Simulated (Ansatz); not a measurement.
# Sb (P6_3/mmc) in Ansatz: equation of state

How stiff is Sb in PBEsol, and what volume does it want? The cell is scaled to several volumes.

All numbers are computed with Ansatz 0.2.0; they aren't measurements. Logs are shortened: lines on timing, memory, paths and dates and some standing lists are left out, and cuts for length are marked.

### 1 The crystal as given

The structure is hexagonal, space group P6_3/mmc (No. 194). The conventional cell has a = 3.355 Å, b = 3.355 Å, c = 5.470 Å, α = 90.00°, β = 90.00°, γ = 120.00°. Sb (site symmetry -6m2) has 12 Sb at 3.35 Å as nearest neighbours.

This isn't the form of Sb at room conditions, which is rhombohedral.

### 2 Equation of state, PBEsol

Potentials or basis: all-electron LAPW, scalar-relativistic.

No new run: the results of the series are fitted here.

What came out:

| Item | Value |
| --- | --- |
| Equilibrium volume | 25.99 Å³/atom |
| Bulk modulus at fixed shape and positions | 66 GPa |
| Pressure derivative of the bulk modulus | 4.2 (rough: it moves with the points fitted) |

Energy against volume, from the lowest point:
| volume (Å³/atom) | energy (meV/atom) |
| --- | --- |
| 25.055 | 7.27 |
| 25.588 | 1.14 |
| 26.121 | 0.00 |
| 26.654 | 3.25 |
| 27.187 | 10.42 |
| 27.720 | 21.17 |
| 28.253 | 35.19 |

Caveat: the cell was scaled at fixed shape and fractional positions, which overstates the stiffness of a crystal with free parameters, most of all of layers and chains. The run has no spin-orbit coupling, so splittings on Sb are missing.
